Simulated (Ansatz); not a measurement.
## Compressing ScAl$_{3}$: a fit and a missing row

ScAl$_{3}$, Pm-3m, a = 4.105 Å. The structure is a Materials Project entry; whether it is the stable form wasn't checked. Ansatz: PBE, PAW, 420 eV, Γ-centred 10×10×10 mesh on 4 atoms, Gaussian smearing 0.10 eV; no spin polarisation. Symmetry fixes shape and atoms, so the cell is only scaled; pressure is positive in compression.

| V (Å³/atom) | P (GPa) |
| --- | --- |
| 15.222 | 14.35 |
| 15.741 | 9.89 |
| 16.260 | 6.07 |
| 16.779 | ? |
| 17.298 | -0.01 |
| 17.816 | -2.41 |
| 18.335 | -4.45 |
| 19.027 | -6.71 |

Question: Take V0 = 17.298 Å³/atom, count pressures from its P0 = -0.01 GPa, fit the third-order Birch–Murnaghan form to the other rows, and predict the missing pressure.

Answer: With the Eulerian strain f = ½[(V0/V)^(2/3) − 1] and y = (P − P0)/[3f(1 + 2f)^(5/2)], the form is the line y = B0 + 1.5 B0 (B0′ − 4) f. Rows (f, y): 0.04449, 86.9; 0.03245, 86.9; 0.02106, 86.8; -0.00974, 86.3; -0.01904, 85.7; -0.03077, 85.1. Means f = 0.006408, y = 86.283; Σ(Δf)² = 0.004634, ΣΔfΔy = 0.1057; the slope is their ratio. y = 86.14 + 22.81 f GPa, so B0 = 86.1 GPa and B0′ = 4 + 2 × (22.81)/(3 × 86.14) = 4.18. At V = 16.779, f = 0.01026, y = 86.37 and P = 2.79 GPa. The run gave 2.80 GPa, so the fit is 0.01 GPa too low, within the rms miss on the fitted rows (0.02 GPa).